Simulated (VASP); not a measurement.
Set up this calculation in VASP 6.6.1, as the native input.

- Task: single point
- Functional: PBE
- Potentials or basis: VASP PAW PBE potentials, release 64 (Li_sv)
- Cutoff: 520 eV
- k mesh: 10 × 10 × 3
- Occupations: fermi-dirac, width 0.05 eV
- Spin: no spin polarisation
- Further INCAR settings: ALGO = Normal; EDIFF = 1e-07; NBANDS = 14

The structure of Li lies in POSCAR:

```
Li
1.0
    3.0343856762      0.0000000000      0.0000000000
   -1.5171928381      2.6278550805      0.0000000000
    0.0000000000      0.0000000000     10.2162076700
Li
4
Direct
    0.6666666667      0.3333333333      0.7500000000
    0.0000000000      0.0000000000      0.5000000000
    0.3333333333      0.6666666667      0.2500000000
    0.0000000000      0.0000000000      0.0000000000
```

This isn't the form of Li at room conditions, which is bcc.

The input as run:

INCAR

```
ALGO = Normal
EDIFF = 1E-7
ENCUT = 520
GGA = PE
ISIF = 2
ISMEAR = -1
LASPH = True
LCHARG = False
LREAL = False
LWAVE = False
NBANDS = 14
NELM = 80
PREC = Accurate
SIGMA = 0.05
```

KPOINTS

```
k-points
0
Gamma
  10 10 3
```

Potentials or basis: VASP PAW PBE potentials, release 64 (Li_sv).

Command:

```sh
$ cat potpaw_PBE.64/Li_sv/POTCAR > POTCAR
$ mpirun -np 1 vasp_std > vasp.out
```

Results of the run:

| Quantity | Value |
| --- | --- |
| Band gap on the k mesh | none (metal or under the smearing width) |

Run time: 14 s on 1 thread of Intel(R) Xeon(R) 6975P-C (Granite Rapids), with other jobs on the host, peak memory 0.18 GiB.
